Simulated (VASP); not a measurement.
# Re: single point with PBE

Crystal: Re.

```
Re
1.0
     0.00000    1.95772    2.17307
     1.90389    0.00000    2.17307
     1.90389    1.95772    0.00000
Re
1
Direct
  0.00000 0.00000 0.00000
```

The cell isn't the ideal one: normal strain along x -0.0275, normal strain along z +0.1100.

* Program: VASP 6.6.1
* Task: single point
* Functional: PBE
* Potentials or basis: VASP PAW PBE potentials, release 64 (Re)
* Cutoff: 520 eV
* k mesh: 10 × 10 × 10
* Occupations: gaussian, width 0.15 eV
* Spin: no spin polarisation

```yaml
Pressure: -22.4 GPa
Band_gap_on_the_k_mesh: none (metal or under the smearing width)
```

Stress tensor (GPa, compression positive):
```
-12.33   0.00   0.00
  0.00 -15.51   0.00
  0.00   0.00 -39.28
```

Levels at points of the mesh, in eV from the Fermi level:
| k point | band 1 | band 2 | band 3 | band 4 | band 5 | band 6 | band 7 | band 8 |
| --- | --- | --- | --- | --- | --- | --- | --- | --- |
| (0.00, 0.00, 0.00) | -9.50 | -2.72 | -1.24 | -0.93 | -0.20 | 2.04 | 13.99 | 16.75 |
| (0.50, 0.00, 0.00) | -6.23 | -2.66 | -1.05 | 0.09 | 2.82 | 3.54 | 8.75 | 12.96 |
| (0.50, 0.50, 0.00) | -6.21 | -5.20 | 0.96 | 3.35 | 3.61 | 3.85 | 9.50 | 12.67 |
| (0.50, 0.00, 0.50) | -6.05 | -5.15 | 2.78 | 2.85 | 2.91 | 4.78 | 10.48 | 11.93 |
| (0.00, 0.50, 0.50) | -6.01 | -5.27 | 2.93 | 3.01 | 3.49 | 4.68 | 10.15 | 11.25 |

Run time: 22 s on 1 thread of AMD EPYC 9R45 (Zen 5) (shared host), peak memory 0.12 GiB.

Caveat: so large a pressure means that the cell lies far from this level's equilibrium, or that cutoff or potentials fall short. The run has no spin-orbit coupling, so splittings on Re are missing.
